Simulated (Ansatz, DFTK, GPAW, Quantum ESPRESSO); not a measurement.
## Pt: programs and potentials compared

```xyz
1
Lattice="0.0000 1.9609 1.9609 1.9609 0.0000 1.9609 1.9609 1.9609 0.0000" Properties=species:S:1:pos:R:3 pbc="T T T"
Pt    0.0000    0.0000    0.0000
```

Alike in all runs: task band structure; functional LDA; k mesh 12 × 12 × 12; occupations fermi-dirac, width 0.05 eV; no spin polarisation; no spin-orbit coupling. LDA stands for any of its common fits. Pressure is positive in compression and, in plane waves, holds the error of the finite cutoff.

| program and potentials | plane-wave cutoff (eV) | notes | pressure (GPa) |
| --- | --- | --- | --- |
| DFTK, SG15 1.2 (PBE) | 1225 | potentials made for PBE; 18 valence electrons an atom on average | -4.01 |
| Ansatz, all-electron LAPW, scalar-relativistic | - | - | -6.04 |
| Quantum ESPRESSO, PseudoDojo 0.4.1 SR LDA standard | 1034 | 18 valence electrons an atom on average | -7.39 |
| GPAW, the program's PAW data sets (release 1.2.1) made for this functional | 600 | 16 valence electrons an atom on average | -7.03 |

The pressure spans -7.39 (Quantum ESPRESSO, PseudoDojo 0.4.1 SR LDA standard) to -4.01 GPa (DFTK, SG15 1.2 (PBE)), with all-electron results at -6.04.

The functional is the same throughout but for its coding, so the spread measures potentials, basis and numerics; runs on potential files found faulty are left out.
